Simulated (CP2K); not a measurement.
MoS2 under changes of volume

One of the cells (50.735 Å³/atom); the others are scaled copies at fixed shape and fractional positions:

```
CELL_PARAMETERS angstrom
3.18413 0.00000 0.00000
-1.59206 2.75753 0.00000
0.00000 0.00000 17.33460
ATOMIC_POSITIONS crystal
Mo 0.00000 0.00000 0.00000
S 0.33333 0.66667 0.91051
S 0.33333 0.66667 0.08949
```

- Program: CP2K 2026.2
- Functional: PBEsol
- Potentials or basis: POTENTIAL_UZH Mo GTH-PBE-q14, S GTH-PBE-q6; TZVP-MOLOPT-PBE-GTH basis
- Density cutoff: 6123 eV
- k mesh: 10 × 10 × 2
- Occupations: fermi-dirac, width 0.05 eV
- Spin: no spin polarisation

```tsv
volume (Å³/atom)	energy over the lowest point (meV/atom)	gap on the mesh (eV)	largest force (eV/Å)
47.690	26.91	1.90	1.303
48.705	9.94	1.84	0.885
49.720	1.25	1.78	0.499
50.735	0.00	1.73	0.141
51.749	?	?	?
52.764	16.82	1.63	0.494
53.779	33.59	1.58	0.777
```

Q: What does the run at 51.749 Å³/atom give?

A: Energy over the lowest point 5.42 meV/atom; gap on the mesh 1.68 eV; largest force 0.189 eV/Å.

Worked out: A Birch-Murnaghan fit of order 3 (a polynomial in V^(-2/3)) to the other rows has its minimum at 50.41 Å³/atom with B0 = V·E''(V) = 54 GPa and B' = 4.4 at fixed shape and positions, which overstates the stiffness. It gives 5.42 meV/atom at 51.749 Å³/atom, against the run's 5.42. A straight line through the other rows of the gap, of slope -2.64 eV per unit of ln V, gives 1.68 eV, against the run's 1.68.

Energies are extrapolated to zero smearing.

Caveats: the potentials were made for another functional, which shifts forces and pressure; the basis of atomic orbitals isn't converged, which shifts pressures, moduli and gaps.

A mesh can miss the band edges. Spin-orbit coupling on Mo is left out.
